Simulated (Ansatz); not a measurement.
# Si2Mo: from the listed structure to its properties

Aim: for Si2Mo, find the equilibrium cell.

Program: Ansatz 0.2.0. Level of theory: DFT PBE, scalar-relativistic, plane waves, PAW. These are calculated values, not measurements.

### Step 1. Starting point

Symmetry: P6_222, No. 180, hexagonal system. Conventional cell: a = 4.585 Å, b = 4.585 Å, c = 6.580 Å, α = 90.00°, β = 90.00°, γ = 120.00°. Around Si (site symmetry 2) lie 5 Si at 2.55 to 2.67 Å and 5 Mo at 2.57 to 2.67 Å. Around Mo (site symmetry 222) lie 10 Si at 2.57 to 2.67 Å.

Coordinates:

```cif
data_structure
_symmetry_space_group_name_H-M 'P 1'
_symmetry_Int_Tables_number 1
_cell_length_a 4.5855
_cell_length_b 4.5855
_cell_length_c 6.5798
_cell_angle_alpha 90.000
_cell_angle_beta 90.000
_cell_angle_gamma 120.000
_cell_volume 119.81
loop_
_atom_site_label
_atom_site_type_symbol
_atom_site_fract_x
_atom_site_fract_y
_atom_site_fract_z
_atom_site_occupancy
Si1 Si 0.16387 0.83613 0.83333 1
Si2 Si 0.32775 0.16387 0.16667 1
Si3 Si 0.83613 0.67225 0.50000 1
Si4 Si 0.83613 0.16387 0.83333 1
Si5 Si 0.67225 0.83613 0.16667 1
Si6 Si 0.16387 0.32775 0.50000 1
Mo1 Mo 0.50000 0.00000 0.50000 1
Mo2 Mo 0.00000 0.50000 0.16667 1
Mo3 Mo 0.50000 0.50000 0.83333 1
```

Source of the structure: the Materials Project (structure only).

### Step 2. A first look at the start

Contents of input.yaml:

```yaml
crystal:
  lattice:
    - [4.5854715599, 0.0, 0.0]
    - [-2.29273578, 3.9711348592, 0.0]
    - [0.0, 0.0, 6.5797601]
  atoms:
    - { symbol: Si, position: [0.16387298, 0.83612702, 0.83333333] }
    - { symbol: Si, position: [0.32774596, 0.16387298, 0.16666667] }
    - { symbol: Si, position: [0.83612702, 0.67225404, 0.5] }
    - { symbol: Si, position: [0.83612702, 0.16387298, 0.83333333] }
    - { symbol: Si, position: [0.67225404, 0.83612702, 0.16666667] }
    - { symbol: Si, position: [0.16387298, 0.32774596, 0.5] }
    - { symbol: Mo, position: [0.5, 0.0, 0.5] }
    - { symbol: Mo, position: [0.0, 0.5, 0.16666667] }
    - { symbol: Mo, position: [0.5, 0.5, 0.83333333] }
basis:
  ecutwfc: 420
kpoints:
  mp_grid: { grid: [6, 6, 4] }
hamiltonian:
  xc: pbe
scf:
  occupations: { method: gaussian, width: 0.1 }
output:
  forces: true
  stress: true
  eigenvalues: true
```

Command:

```bash
ansatz run input.yaml --threads 2 --pin off --max-ram 5120MiB --backend cpu --events-out ev --progress --plain --runs-dir out
```

Log, shortened:

```text
Warning: RAYON_NUM_THREADS=2 ignored (pool sized by the plan → 2); use --threads N
[...]
Pseudopotentials: kind: paw
Pseudopotential: Si, paw, valence charge 4, recommended cutoff 420 eV (normal), Si.paw.azcp
Pseudopotential: Mo, paw, valence charge 14, recommended cutoff 420 eV (normal), Mo.paw.azcp
Functional definition: PBE
[...]
Crystal: 9 atoms, lattice volume = 119.814 Å³
Basis set: ecut = 420 eV, 2331 PW (Γ), exchange–correlation on 64×64×90 points (8 copies of the dense FFT grid, shifted against one another)
Bands: 42, of which v1, the nominal top of the filled ones, is band 33 counted from 1 (32 counted from 0)
Symmetry: 12 space group operations
Space group: P6222 (ITA 180), of the structure as read, at distance tolerance 4.9e-5 Å
k-points: 21 of 144 (time reversal used)
[...]
SCF iter   1: F=—  HF=-18687.108890 eV  |F-HF|=—  |Δ(HF+E_count)|=         —  Δρ=6.67e-3  dr2=4.40e-2  ethr=1.77e-3  ⟨swp⟩=7.3  Hψ=3767  notcnv=0
[...]
SCF iter   6: F=-18687.107303 eV  HF=-18687.107303 eV  |F-HF|=1.38e-10  |Δ(HF+E_count)|=   7.21e-9  Δρ=1.69e-6  dr2=2.51e-9  ethr=1.29e-10  ⟨swp⟩=7.5  Hψ=3531  notcnv=0
[...]
SCF converged after 6 iterations
Free energy (F): -18687.107303 eV
[...]
E sigma→0 (E₀):  -18687.106210 eV
Entropy (-TS):   -0.002187 eV (-0.243 meV/atom)
Fermi energy:    16.686715 eV
[...]
--- Forces (eV/Å), atoms counted from 1 ---
  atom   1  Si     0.00855793    -0.00494093    -0.00000000
  atom   2  Si     0.00855793     0.00494093     0.00000000
  atom   3  Si     0.00000000    -0.00988185    -0.00000000
  atom   4  Si    -0.00855793     0.00494093    -0.00000000
  atom   5  Si    -0.00855793    -0.00494093     0.00000000
  atom   6  Si    -0.00000000     0.00988185    -0.00000000
  atom   7  Mo     0.00000000     0.00000000     0.00000000
  atom   8  Mo    -0.00000000     0.00000000    -0.00000000
[...]
--- Stress (GPa, compression-positive) ---
        3.573280       0.000000       0.000000
        0.000000       3.573280      -0.000000
        0.000000      -0.000000       3.440282
  P = ⅓ Tr σ = 3.5289 GPa (35.289 kbar)
--- Band table (eV; the first three rows and the last of 21) ---
[...]
```

Wall time 4.8 s (2 threads of Arm Neoverse V2, shared host); peak memory 0.37 GiB.

The probe gives pressure 3.5 GPa, largest force 0.01 eV/Å, gap on this mesh 0.05 eV. The gap decides the next run's mesh: 9×9×6 points and a smearing of 0.01 eV.

[end of part 1 of 2]
